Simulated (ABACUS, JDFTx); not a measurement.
HgTe: 3 runs at one level of theory

```
Hg Te
1.0
     0.00000    3.21450    3.21450
     3.21450    0.00000    3.21450
     3.21450    3.21450    0.00000
Hg Te
1 1
Direct
  0.00000 0.00000 0.00000
  0.75000 0.75000 0.75000
```

Alike in all runs: task single point; functional PBEsol; k mesh 7 × 7 × 7; occupations fermi-dirac, width 0.05 eV; no spin polarisation; no spin-orbit coupling. Pressure is positive in compression and, in plane waves, holds the error of the finite cutoff.

| program and potentials | plane-wave cutoff (eV) | notes | pressure (GPa) |
| --- | --- | --- | --- |
| JDFTx, PseudoDojo-SR-PBEsol-0.4.1-standard | 1088 | - | 1.81 |
| JDFTx, PseudoDojo-SR-PBEsol-0.4.1-standard with smoothed tails | 1088 | - | 1.82 |
| ABACUS, SG15 ONCV 1.2 PBE, plane waves | 1129 | potentials made for PBE | 1.74 |

The pressure spans 1.74 (ABACUS, SG15 ONCV 1.2 PBE, plane waves) to 1.82 GPa (JDFTx, PseudoDojo-SR-PBEsol-0.4.1-standard with smoothed tails).

Differences between rows come from potentials, basis sets and numerical settings, since the functional is the same but for its coding. Runs on potential files found faulty are left out.
